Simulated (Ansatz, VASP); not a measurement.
**Pt (Pt wire along [100], 16 atoms a period) in two plane-wave programs**

Wanted: the spread between two codes on one cell, functional and k mesh. The structure shown is the start of the Ansatz relaxation below; VASP solves that cell, so the two are compared at the walk's first step.

Method: plane waves, with VASP 6.6.1 beside it; single point at PBE, in Ansatz 0.2.0.

### Step 1. The structure

The cell holds 16 atoms: 16 Pt. Cell: a = 12.755 Å, b = 12.755 Å, c = 3.970 Å, α = 90.0°, β = 90.0°, γ = 90.0°. Vacuum lies along a and b. The structure's axis is c.

### Step 2. Ansatz: relaxation, PBE

Ansatz runs on its PAW soft_1 files.

The two programs are compared at the cell with which this relaxation starts, whose forces are those of its first step.

The input, input.yaml:

```yaml
crystal:
  lattice:
    - [12.755, 0.0, 0.0]
    - [0.0, 12.755, 0.0]
    - [0.0, 0.0, 3.97]
  atoms:
    - { symbol: Pt, position: [0.266562132, 0.266562132, 0.0] }
    - { symbol: Pt, position: [0.266562132, 0.577812623, 0.0] }
    - { symbol: Pt, position: [0.422187377, 0.422187377, 0.0] }
    - { symbol: Pt, position: [0.422187377, 0.733437868, 0.0] }
    - { symbol: Pt, position: [0.577812623, 0.266562132, 0.0] }
    - { symbol: Pt, position: [0.577812623, 0.577812623, 0.0] }
    - { symbol: Pt, position: [0.733437868, 0.422187377, 0.0] }
    - { symbol: Pt, position: [0.733437868, 0.733437868, 0.0] }
    - { symbol: Pt, position: [0.266562132, 0.422187377, 0.5] }
    - { symbol: Pt, position: [0.266562132, 0.733437868, 0.5] }
    - { symbol: Pt, position: [0.422187377, 0.266562132, 0.5] }
    - { symbol: Pt, position: [0.422187377, 0.577812623, 0.5] }
    - { symbol: Pt, position: [0.577812623, 0.422187377, 0.5] }
    - { symbol: Pt, position: [0.577812623, 0.733437868, 0.5] }
    - { symbol: Pt, position: [0.733437868, 0.266562132, 0.5] }
    - { symbol: Pt, position: [0.733437868, 0.577812623, 0.5] }
kpoints:
  mp_grid: { grid: [1, 1, 21] }
scf:
  occupations: { method: fermi_dirac, width: 0.05 }
hamiltonian:
  xc: pbe
  pseudopotentials: { kind: paw, azcp: { folder: soft_1 } }
relax:
  cell: { fix: [a, b, alpha, beta, gamma] }
  max_steps: 45
  f_tol: 0.03
```

The run is started by

```console
> ansatz run input.yaml --threads 4 --pin off --max-ram 16384MiB --backend cpu --events-out ev --progress --plain --runs-dir out
```

Numbers of over 12 decimals in the logs are rounded to 6 here.

What it wrote:

```text
Engine: ansatz 0.2.0, x86_64-unknown-linux-gnu
Pseudopotentials: kind: paw
Pseudopotential: Pt, paw, valence charge 18, recommended cutoff 420 eV (normal), soft_1/Pt.paw.azcp
Functional definition: PBE
  parameter kappa = 0.804
  parameter beta = 0.066725
  exchange = pbe_x(kappa = kappa, mu = beta*pi^2/3)
  correlation = pbe_c(beta = beta)
Crystal: 16 atoms, lattice volume = 645.879 Å³
Basis set: ecut = 420 eV, 12629 PW (Γ), exchange–correlation on 180×180×54 points (8 copies of the dense FFT grid, shifted against one another)
Bands: 173, of which v1, the nominal top of the filled ones, is band 144 counted from 1 (143 counted from 0)
Symmetry: 16 space group operations
Space group: P42/mcm (ITA 132), of the structure as read, at distance tolerance 8.6e-5 Å
k-points: 11 of 21
Non-local potential: Pt, projectors of the file, l = 0: 3, l = 1: 2, l = 2: 2, l = 3: 1
PAW form: soft (Blöchl's): semilocal exchange-correlation on the pseudo side does not see the compensation charge
PAW one-centre angular grid: Pt, 590 points (default); XC on 64 Gauss nodes
Initial density: superposition of atomic densities (neutral atoms: chi_scale 0, normalization atom)
Initial wavefunctions: pseudopotential atomic-orbital guess
Functional: x = pbe(κ = 0.804, μ = 0.219515), c = pbe(β = 0.066725)
SCF iter   1: F=—  HF=-200385.494708 eV  |F-HF|=—  |Δ(HF+E_count)|=         —  Δρ=5.41e-2  dr2=2.47e1  ethr=3.10e-3  ⟨swp⟩=6.0  Hψ=6561  notcnv=0  defer=83
preconditioner: auto → LDOS  [metal: Δε(μ)=0.009 eV  Ē_g=5.890 eV  σ=0.050 eV  W_gap=0.04  n_scr=158 (ndim 8)  ℏωp=18.5 eV  f_vac=0.486  D(μ)=24.84/eV (n_scr^D=210)  β→1.0]
SCF iter   2: F=—  HF=-200385.656189 eV  |F-HF|=—  |Δ(HF+E_count)|=   1.61e-1  Δρ=4.45e-2  dr2=2.04e1  ethr=3.10e-3  ⟨swp⟩=3.0  Hψ=4960  notcnv=0  defer=143
SCF iter   3: F=—  HF=-200380.498692 eV  |F-HF|=—  |Δ(HF+E_count)|=    5.16e0  Δρ=1.08e-2  dr2=1.80e0  ethr=3.10e-3  ⟨swp⟩=2.0  Hψ=3750  notcnv=0  defer=166
SCF iter   4: F=—  HF=-200380.388894 eV  |F-HF|=—  |Δ(HF+E_count)|=   1.10e-1  Δρ=3.83e-3  dr2=5.92e-1  ethr=6.25e-4  ⟨swp⟩=2.1  Hψ=3187  notcnv=0  defer=163
SCF iter   5: F=—  HF=-200380.346438 eV  |F-HF|=—  |Δ(HF+E_count)|=   4.25e-2  Δρ=1.73e-3  dr2=3.26e-2  ethr=2.06e-4  ⟨swp⟩=2.0  Hψ=2530  notcnv=0  defer=163
SCF iter   6: F=—  HF=-200380.344196 eV  |F-HF|=—  |Δ(HF+E_count)|=   2.24e-3  Δρ=4.95e-4  dr2=2.24e-3  ethr=1.13e-5  ⟨swp⟩=2.0  Hψ=2683  notcnv=0  defer=163
SCF iter   7: F=—  HF=-200380.343871 eV  |F-HF|=—  |Δ(HF+E_count)|=   3.25e-4  Δρ=1.74e-4  dr2=3.30e-4  ethr=7.77e-7  ⟨swp⟩=2.0  Hψ=2636  notcnv=0  defer=163
SCF iter   8: F=—  HF=-200380.343921 eV  |F-HF|=—  |Δ(HF+E_count)|=   4.94e-5  Δρ=6.72e-5  dr2=3.87e-5  ethr=1.15e-7  ⟨swp⟩=2.0  Hψ=2656  notcnv=0  defer=163
SCF iter   9: F=—  HF=-200380.344352 eV  |F-HF|=—  |Δ(HF+E_count)|=   4.31e-4  Δρ=2.12e-5  dr2=7.32e-6  ethr=1.34e-8  ⟨swp⟩=2.0  Hψ=2696  notcnv=0  defer=163
SCF iter  10: F=—  HF=-200380.344352 eV  |F-HF|=—  |Δ(HF+E_count)|=   9.10e-8  Δρ=9.04e-6  dr2=9.28e-7  ethr=2.54e-9  ⟨swp⟩=2.1  Hψ=2638  notcnv=0  defer=163
SCF iter  11: F=—  HF=-200380.344352 eV  |F-HF|=—  |Δ(HF+E_count)|=   1.99e-8  Δρ=4.60e-6  dr2=2.89e-7  ethr=3.22e-10  ⟨swp⟩=2.0  Hψ=2565  notcnv=0  defer=163
SCF iter  12: F=-200380.344352 eV  HF=-200380.344352 eV  |F-HF|=2.18e-8  |Δ(HF+E_count)|=   6.98e-9  Δρ=1.53e-6  dr2=2.71e-8  ethr=3.47e-11  ⟨swp⟩=4.0  Hψ=5991  notcnv=0
SCF 1 converged in 12 iterations: F = -200380.344352 eV  dr2 = 2.71e-8
  greatest PAW one-centre occupation: 1.000 electrons in one spin orbital (limit 2), on the Pt atom at site 12 (counted from 0), in its partial waves of l = 0
relax step   1: F+E_penalty+E_count = -200380.34435221 eV  Δ(F+E_penalty+E_count) = +0.000e0 eV  max|allowed force component| = 1.197e0 eV/Å  Δτ_max = 0.0000 Å  P = -5.608 GPa  Ω = 645.879 Å³  fix = [a, b, alpha, beta, gamma]  reactions: a -4.463, b -4.463 GPa  (12 SCF iters, dr2 threshold 1.00e-7 eV, accepted)
[...]
relax step  13: F+E_penalty+E_count = -200386.37295204 eV  Δ(F+E_penalty+E_count) = -2.979e-2 eV  max|allowed force component| = 8.984e-2 eV/Å  Δτ_max = 0.0506 Å  P = -0.275 GPa  Ω = 436.975 Å³  energy of the carried Pulay correction = +4.169e-2 eV  fix = [a, b, alpha, beta, gamma]  reactions: a -0.290, b -0.290 GPa  (9 SCF iters, dr2 threshold 1.09e-6 eV, accepted)
[...]
relax step  14: F+E_penalty+E_count = -200386.37758589 eV  Δ(F+E_penalty+E_count) = -4.634e-3 eV  max|allowed force component| = 1.274e-2 eV/Å  Δτ_max = 0.0162 Å  P = +0.005 GPa  Ω = 436.928 Å³  energy of the carried Pulay correction = +4.170e-2 eV  fix = [a, b, alpha, beta, gamma]  reactions: a +0.020, b +0.020 GPa  (7 SCF iters, dr2 threshold 5.04e-7 eV, accepted)
[...]
relax step  15: F+E_penalty+E_count = -200386.35320602 eV  Δ(F+E_penalty+E_count) = +2.438e-2 eV  max|allowed force component| = 1.090e-2 eV/Å  Δτ_max = 0.0000 Å  P = +0.013 GPa  Ω = 436.928 Å³  fix = [a, b, alpha, beta, gamma]  reactions: a +0.030, b +0.030 GPa  stress off target by 2.08e-2 GPa on what of the cell is left free  SCF on the basis re-selected at this cell (its energy is not comparable with the rows above)  (9 SCF iters)
basis re-selected at this cell: Δ(F+E_penalty+E_count) = +2.438e-2 eV, ΔP = +0.008 GPa vs the last step (what re-selecting the basis moved, of the pressure what is left beyond the Pulay correction that the steps carried, after the strain that the cell walked since its last selection, with what the two solves' SCF thresholds leave and, on support functions, any second-order correction that the steps lacked; it is no measure of the basis error at this ecutwfc). The dense FFT grid was sized anew with the basis: this SCF ran on 90×90×18 points, the steps before it on 90×90×27, so part of this shift can come from that change (see relax.cell in the input reference). [rest of the remark cut]
SCF converged after 9 iterations
Free energy (F): -200386.353206 eV
Harris-Foulkes:  -200386.353206 eV  (|F-HF|=5.82e-11)
Internal energy: -200386.152780 eV  (E = F + TS)
E sigma→0 (E₀):  -200386.252993 eV
Entropy (-TS):   -0.200426 eV (-12.527 meV/atom)
Fermi energy:    10.382014 eV
--- Per-component energies (eV) ---
  E_band       = -5664.182784
  E_kinetic    = 9540.644396
  E_local      = -97764.001779  (includes V_loc(G=0)·N_el)
  E_nonlocal   = 3264.342446
  E_hartree    = 44353.503063
  E_xc         = -3704.320226
  E_vxc        = -4323.336862  (∫ρ·V_xc dr)
  E_paw        = -151744.974936  (= ΣΔE_a)
  E_vpaw       = -5088.853685  (= ΣTr[D̂ρ^β])
  E_aug_tail   = 0.017569  (compensation charges beyond the density's cutoff)
  E_ewald      = -4331.363312
  E_smearing   = -0.200426  (= −TS)
  E_closure    = -0.000000  (closes the sum)
  Σ components = -200386.353206   (vs F -200386.353206, Δ=0.00e0)
--- Forces (eV/Å), atoms counted from 1 ---
  atom   1  Pt     0.01089813     0.01089813    -0.00000000
  atom   2  Pt     0.00126812    -0.00144847    -0.00000000
  atom   3  Pt     0.00432044     0.00432044    -0.00000000
  atom   4  Pt     0.00144847    -0.00126812    -0.00000000
  atom   5  Pt    -0.00144847     0.00126812     0.00000000
  atom   6  Pt    -0.00432044    -0.00432044     0.00000000
  atom   7  Pt    -0.00126812     0.00144847     0.00000000
  atom   8  Pt    -0.01089813    -0.01089813     0.00000000
  atom   9  Pt     0.00126812     0.00144847    -0.00000000
  atom  10  Pt     0.01089813    -0.01089813    -0.00000000
  atom  11  Pt     0.00144847     0.00126812    -0.00000000
  atom  12  Pt     0.00432044    -0.00432044    -0.00000000
  atom  13  Pt    -0.00432044     0.00432044     0.00000000
  atom  14  Pt    -0.00144847    -0.00126812     0.00000000
  atom  15  Pt    -0.01089813     0.01089813     0.00000000
  atom  16  Pt    -0.00126812    -0.00144847     0.00000000
  max |Σ_I F_I| component: 5.85e-18 eV/Å
--- Stress (GPa, compression-positive) ---
        0.029893       0.000000      -0.000000
        0.000000       0.029893       0.000000
       -0.000000       0.000000      -0.020779
  P = ⅓ Tr σ = 0.0130 GPa (0.130 kbar)
--- Relaxed structure (14 steps of the walk, 13 accepted, 1 SCFs on fresh bases) ---
  F+E_penalty+E_count = -200386.35320602 eV   max|allowed force component| = 1.090e-2 eV/Å   (the final SCF, on the basis selected at the relaxed cell)
  cell:  # Å, volume = 436.9277 Å³
    - [12.755, 0, 0]
    - [0, 12.755, 0]
    - [0, 0, 2.685645]
  atoms:
    - { symbol: Pt, position: [0.230212, 0.230212, 0] }
    - { symbol: Pt, position: [0.212694, 0.589153, 0] }
    - { symbol: Pt, position: [0.406548, 0.406548, 0] }
    - { symbol: Pt, position: [0.410847, 0.787306, 0] }
    - { symbol: Pt, position: [0.589153, 0.212694, 0] }
    - { symbol: Pt, position: [0.593452, 0.593452, 0] }
    - { symbol: Pt, position: [0.787306, 0.410847, 0] }
    - { symbol: Pt, position: [0.769788, 0.769788, 0] }
    - { symbol: Pt, position: [0.212694, 0.410847, 0.500000] }
    - { symbol: Pt, position: [0.230212, 0.769788, 0.500000] }
    - { symbol: Pt, position: [0.410847, 0.212694, 0.500000] }
    - { symbol: Pt, position: [0.406548, 0.593452, 0.500000] }
    - { symbol: Pt, position: [0.593452, 0.406548, 0.500000] }
    - { symbol: Pt, position: [0.589153, 0.787306, 0.500000] }
    - { symbol: Pt, position: [0.769788, 0.230212, 0.500000] }
    - { symbol: Pt, position: [0.787306, 0.589153, 0.500000] }
```

In the SCF lines HF is the Harris–Foulkes energy and dr2 the Hartree energy of the density residual, in eV; the loop may stop once dr2 is under the threshold and the program's other checks hold. Hψ counts applications of the Hamiltonian.

[end of part 1 of 2]

[Lines on the potential files, build, host, timing and source positions are cut from VASP's logs without a mark.]

[Logs are printed without paths, hosts, clocks, repeated set-up lines and the standing remarks that a program may print on its own settings, such as how far it seeks lower states.]

[Hosts, paths, dates, database ids (printed as entryN), source tags and the programs' standing remarks are cut or masked in the printed files.]
